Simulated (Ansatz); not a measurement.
**BP: pressure against volume**

One table from this session's results is given with a row withheld; the runs are named, their logs left out.

Method: DFT LDA, scalar-relativistic, in Ansatz 0.2.0.

**The structure to begin with**

Symmetry: F-43m, No. 216, cubic system. Conventional cell: a = 4.538 Å, b = 4.538 Å, c = 4.538 Å, α = 90.00°, β = 90.00°, γ = 90.00°. Around B (site symmetry -43m) lie 4 P at 1.97 Å. Around P (site symmetry -43m) lie 4 B at 1.97 Å.

Structure file:

```xyz
2
Lattice="0.0000 2.2690 2.2690 2.2690 0.0000 2.2690 2.2690 2.2690 0.0000" Properties=species:S:1:pos:R:3 pbc="T T T"
B     0.0000    0.0000    0.0000
P     3.4035    3.4035    3.4035
```

The geometry is a database entry used as it stands. It may stem from high pressure or temperature, or be incomplete, so it serves as a test cell.

Atoms are numbered in the order of the input: B1, P2.

Set-up of the first run:

input.yaml

```yaml
crystal:
  lattice:
    - [0.0, 2.2226808807, 2.2226808807]
    - [2.2226808807, 0.0, 2.2226808807]
    - [2.2226808807, 2.2226808807, 0.0]
  atoms:
    - { symbol: B, position: [0.0, 0.0, 0.0] }
    - { symbol: P, position: [0.75, 0.75, 0.75] }
kpoints:
  mp_grid: { grid: [12, 12, 12] }
  band_path:
    path:
      - [0.0, 0.0, 0.0]
      - [-0.5, -0.5, 0.0]
      - [-0.375, -0.375, 0.25]
      - [-0.375, 0.0, 0.375]
      - [0.0, 0.0, 0.0]
      - [0.0, 0.0, 0.5]
      - [-0.5, -0.25, 0.25]
      - [-0.5, -0.5, 0.0]
    npoints: 5
scf:
  occupations: { method: fermi_dirac, width: 0.08 }
hamiltonian:
  xc: lda
  pseudopotentials: { kind: all_electron, lapw: { basis_error: 0.0005 } }
output:
  forces: true
  stress: true
  eigenvalues: true
```

Launch:

```console
$ ansatz run input.yaml --threads 1 --pin off --max-ram 3072MiB --backend cpu --events-out ev --progress --plain --runs-dir out
```

Among the steps run: Volume × 0.94, LAPW; Volume × 0.94, PAW; Volume × 0.94, crystal datasets; Volume × 0.98, LAPW; Volume × 0.98, PAW; Volume × 0.98, crystal datasets; Volume × 1.01, LAPW; Volume × 1.01, PAW; Volume × 1.01, crystal datasets; Volume × 1.04, LAPW; Volume × 1.04, PAW; Volume × 1.04, crystal datasets.

One of the session's tables, all rows but one given; the rest of the session is left out.

It belongs to the step «Fits». 

| method | volume (Å³/atom) | gap on the k mesh (eV) |
| --- | --- | --- |
| LAPW | 10.981 | 1.11 |
| LAPW | 11.448 | 1.16 |
| LAPW | 11.682 | 1.19 |
| LAPW | 11.798 | 1.20 |
| LAPW | 12.149 | 1.23 |
| PAW | 10.981 | 1.11 |
| PAW | 11.448 | 1.16 |
| PAW | 11.682 | ? |
| PAW | 11.798 | 1.20 |
| PAW | 12.149 | 1.23 |
| crystal datasets | 10.981 | 1.11 |
| crystal datasets | 11.448 | 1.16 |
| crystal datasets | 11.682 | 1.19 |
| crystal datasets | 11.798 | 1.20 |
| crystal datasets | 12.149 | 1.23 |

Q: Estimate the row for PAW, 11.682 from the others.

As computed: gap on the k mesh (eV): 1.18. In the column «gap on the k mesh (eV)» it lies between crystal datasets, 11.448 (1.16) and LAPW, 11.682 (1.19).

Caveats from the session: Warnings in the runs' records: crystal datasets made.
